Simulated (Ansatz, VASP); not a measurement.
# One calculation of KF, two programs

```
K F
1.0
     0.07186    2.67764    2.67764
     2.67764    0.07186    2.67764
     2.67764    2.67764    0.07186
K F
1 1
Direct
  0.00000 0.00000 0.00000
  0.50000 0.50000 0.50000
```

Change from the starting cell: epitaxial_111 strain -2.0%.

Alike in both runs: task single point; functional PBE; k mesh 8 × 8 × 8; occupations fermi-dirac, width 0.02 eV; no spin polarisation.

```csv
,VASP,Ansatz
version,VASP 6.6.1,Ansatz 0.2.0
potentials or method,"VASP PAW PBE potentials, release 64 (K_sv, F)","plane waves, PAW"
plane-wave cutoff (eV),520,420
valence electrons in the cell,16,16
```

Ansatz gave:

| Item | Value |
| --- | --- |
| gap on the k mesh at the Fermi level (eV) | 6.35 |
| pressure (GPa) | 2.7 |
| largest component of the traceless stress (GPa) | 0.38 |

Task: What did VASP give for the same quantities?

Result: gap on the k mesh at the Fermi level (eV): 6.33; pressure (GPa): 2.7; largest component of the traceless stress (GPa): 0.37.

With one functional, cell and mesh, what is left measures potentials, basis and numerics.

A k mesh can miss the band edges.
